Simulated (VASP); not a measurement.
# C under changes of volume

One of the cells (32.154 Å³/atom); the others are scaled copies at fixed shape and fractional positions:

```
C
1.0
     2.47249    0.00000    0.00000
    -1.23625    2.14124    0.00000
     0.00000    0.00000   24.29379
C
4
Direct
  0.66667 0.33333 0.57048
  0.33333 0.66667 0.42952
  0.00000 0.00000 0.42953
  0.00000 0.00000 0.57047
```

* Program: VASP 6.6.1
* Functional: PBE
* Potentials or basis: VASP PAW PBE potentials, release 64 (C)
* Cutoff: 520 eV
* k mesh: 12 × 12 × 2
* Occupations: fermi-dirac, width 0.05 eV
* Spin: no spin polarisation

```tsv
volume (Å³/atom)	energy over the lowest point (meV/atom)	largest force (eV/Å)
29.632	?	?
30.263	25.02	0.062
30.893	9.97	0.058
32.154	0.00	0.051
32.785	3.95	0.048
33.415	13.18	0.045
```

Question: What does the run at 29.632 Å³/atom give?

Answer: Energy over the lowest point 47.64 meV/atom; largest force 0.066 eV/Å.

Worked out: A Birch-Murnaghan fit of order 3 (a polynomial in V^(-2/3)) to the other rows has its minimum at 32.03 Å³/atom with B0 = V·E''(V) = 76 GPa and B' = 3.6 at fixed shape and positions, which overstates the stiffness. It gives 47.67 meV/atom at 29.632 Å³/atom, against the run's 47.64.

Energies are extrapolated to zero smearing.
